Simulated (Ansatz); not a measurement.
Runs of Ansatz 0.2.0 on PbS. The structure is cubic, space group Pm-3m (No. 221). Conventional cell: a = 3.654 Å, b = 3.654 Å, c = 3.654 Å, α = 90.00°, β = 90.00°, γ = 90.00°. Pb (site symmetry m-3m) is surrounded by 8 S at 3.16 Å. Around S (site symmetry m-3m) lie 8 Pb at 3.16 Å. Measurements of this composition are mostly on another form, of space group No. 225.

```tsv
level	gap on the mesh (eV)	pressure (GPa)	relaxed volume (Å³/atom)
PBEsol+D3(BJ)	none	0.0	(b)
revPBE+D4	none	0.0	23.41
RPBE+D4	none	0.0	23.37
RPBE+D3(BJ)	none	0.0	18.65
revPBE+D3(BJ)	none	0.0	(a)
```

Alike in all rows: task relaxation of cell and atoms; potentials or basis Ansatz PAW; no spin polarisation; cell relaxed; k mesh 7 × 7 × 7; cutoff (eV) 420; smearing fermi-dirac 0.05 eV.

Q: Estimate the missing entries.

A: (a) 23.01; (b) 21.89.

Caveats: the plane-wave basis is chosen anew once the cell has moved, so the energies of steps on either side of that aren't comparable; pairwise dispersion overbinds metals, which lowers pressure and volume; the PAW data sets come from PBE, with cores solved anew for the run's functional, which leaves a small shift of forces and pressure; the volume moved by over 15 % at a fixed basis, so the end points are rough (some runs).

A k mesh can miss the band edges, and the runs leave out spin-orbit coupling on Pb.

A gap of «none» marks a metal or a gap under the smearing width.

Runs at the PBE level aren't shown here.
